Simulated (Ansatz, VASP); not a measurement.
Two plane-wave programs on Cs

File INCAR:

```
SYSTEM = Cs
  PREC = Accurate
  ENCUT = 520
  EDIFF = 1E-7
  ISMEAR = -1
  SIGMA = 0.05
  LREAL = .FALSE.
  LASPH = .TRUE.
  NELM = 100
  ALGO = Fast
  ISIF = 2
  LWAVE = .FALSE.
  LCHARG = .FALSE.
  GGA = PS
  NBANDS = 10
```

KPOINTS

```
regular mesh
0
G
  5 5 5
  0 0 0
```

Contents of POSCAR:

```
Cs
1.0
    0.0197416787      3.9483357400      3.9483357400
    3.9483357400      0.0197416787      3.9483357400
    3.9680774187      3.9680774187      0.0000000000
Cs
1
Direct
    0.0000000000      0.0000000000      0.0000000000
```

Contents of input.yaml:

```yaml
crystal:
  lattice:
    - [0.0197416787, 3.94833574, 3.94833574]
    - [3.94833574, 0.0197416787, 3.94833574]
    - [3.9680774187, 3.9680774187, 0.0]
  atoms:
    - { symbol: Cs, position: [0.0, 0.0, 0.0] }
hamiltonian:
  xc: pbesol
  pseudopotentials: { kind: paw }
kpoints:
  mp_grid: { grid: [5, 5, 5] }
  band_path:
    path:
      - [[0.0, 0.0, 0.0], [0.373753125, -0.373753125, 0.0], [0.25000625, -0.4975, -0.24749375], [0.0, -0.5, -0.5], [0.25, -0.25, -0.5], [0.5, 0.0, 0.0], [0.626246875, 0.373753125, 0.0], [0.5, 0.5, 0.0], [0.0, 0.0, 0.0], [-0.376253125, -0.376253125, -0.75250625], [0.0, 0.0, -0.5], [0.25, -0.25, -0.5]]
      - [[-0.25000625, -0.5025, -0.75250625], [-0.376253125, -0.376253125, -0.75250625]]
      - [[0.376253125, 0.376253125, -0.24749375], [0.5, 0.5, 0.0]]
    npoints: 14
scf:
  occupations: { method: fermi_dirac, width: 0.05 }
  n_extra_bands: 6
output:
  forces: true
  stress: true
  eigenvalues: true
  fatbands: true
```

This isn't the form of Cs at room conditions, which is bcc.

Alike in both runs: functional PBEsol; k mesh 5 × 5 × 5; occupations fermi-dirac, width 0.05 eV; no spin polarisation.

|  | VASP | Ansatz |
| --- | --- | --- |
| version | VASP 6.6.1 | Ansatz 0.2.0 |
| potentials or method | VASP PAW PBE potentials, release 64 (Cs_sv) | Ansatz PAW |
| plane-wave cutoff (eV) | 520 | 420 |
| valence electrons in the cell | 9 | 9 |
| task | single point | band structure |

```csv
,VASP,Ansatz,Ansatz less VASP
gap on the k mesh at the Fermi level (eV),none,none,-
pressure (GPa),-0.2,-0.2,+0.01
```

A gap of «none» marks a metal or a gap that the smearing closes. The functional is the same, so the differences come from potentials, cutoffs and numerics.

Caveats: the PAW data sets were made with another functional, which shifts forces and pressure a little (VASP); spin-orbit coupling is left out, which moves the levels of the heavy elements (Ansatz); the PAW data sets come from PBE, with cores solved anew for the run's functional, which leaves a small shift of forces and pressure (Ansatz). Spin-orbit coupling is left out, which matters for the levels of Cs.
